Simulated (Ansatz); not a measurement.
Ga:

```xyz
2
Lattice="2.7784 0.0000 0.0000 0.0000 3.2816 0.0000 -1.3434 0.0000 3.9903" Properties=species:S:1:pos:R:3 pbc="T T T"
Ga   -0.6607    2.4612    3.0732
Ga    2.0957    0.8204    0.9171
```

This isn't the form of Ga at room conditions, which is orthorhombic.

* Program: Ansatz 0.2.0
* Task: relaxation of cell and atoms
* Functional: revPBE
* Potentials or basis: Ansatz PAW
* Cutoff: 420 eV (not typed: the program's choice for these potentials)
* k mesh: 10 × 8 × 7
* Occupations: fermi-dirac, width 0.05 eV
* Spin: no spin polarisation

At the start: volume 18.19 Å³/atom.

Problem. Where does the relaxation end?

Solution. It ends after 6 steps and the volume is 19.74 Å³/atom (+8.5 %); space group P2_1/m (No. 11, to 0.05 Å).

Step by step:
```
step  energy change (eV)  largest force (eV/Å)  volume (Å³)
   1              0.0000                0.0901        36.38
   2             -0.0434                0.0356        39.16
   3             -0.0467                0.0140        39.46
   4             -0.0469                0.0058        39.49
   5             -0.0470                0.0037        39.48
   6             -0.0480                0.0036        39.48
```

Final structure:
```xyz
2
Lattice="2.8768 0.0000 -0.0385 0.0000 3.2954 0.0000 -1.4463 0.0000 4.1837" Properties=species:S:1:pos:R:3 pbc="T T T"
Ga   -0.7555    2.4716    3.2096
Ga    2.1860    0.8239    0.9356
```

Caveat: the plane-wave basis is chosen anew once the cell has moved, so the energies of steps on either side of that aren't comparable; the PAW data sets come from PBE, with cores solved anew for the run's functional, which leaves a small shift of forces and pressure.
